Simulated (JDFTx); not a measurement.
# C: changing the functional

It takes space group Fd-3m (No. 227, cubic). Conventional cell: a = 3.567 Å, b = 3.567 Å, c = 3.567 Å, α = 90.00°, β = 90.00°, γ = 90.00°. Around C (site symmetry -43m) lie 4 C at 1.54 Å.

Kept alike: task single point; k mesh 13 × 13 × 13; occupations fermi-dirac, width 0.05 eV; no spin polarisation. Program: JDFTx, SG15-PBE-1.2 with smoothed tails, cutoff 1361 eV. The mesh is that of the run's cell of 2 atoms. No spin-orbit coupling.

| functional | pressure (GPa) |
| --- | --- |
| LDA | -3.00 |
| PBEsol | -2.86 |
| r2SCAN | -2.42 |

Pressure is positive in compression; the values hold the error of the finite cutoff, so their zero can differ a little from the energy's minimum. All rows use potentials made for PBE.

Task: What does the functional change here?

Result: The pressure runs from -3.00 (LDA) to -2.42 GPa (r2SCAN). A positive pressure means that the functional's own cell is larger than the one given, a negative one that it is smaller.

All three functionals favour a cell slightly smaller than the one given, LDA most and r2SCAN least. Diamond's stiff, directional sp3 network turns even a small mismatch in bond length into a pressure of several GPa, so these values correspond to only slight contractions. The order is the expected one: LDA overbinds, while gradient corrections, and in r2SCAN the dependence on the kinetic-energy density, weaken that tendency.

The narrow gap between LDA (-3.00 GPa) and PBEsol (-2.86 GPa) is unexpected, however, since LDA normally contracts diamond clearly more than PBEsol does. The likely cause is the core-valence interaction carried over from PBE, which can offset part of the LDA contraction; the table therefore probably understates the functional's true effect.

Nor does the smallest pressure identify the best functional. The given cell is close to the measured one, which includes zero-point expansion, appreciable for light, stiffly bound carbon, so an accurate static calculation should itself give a negative pressure here.
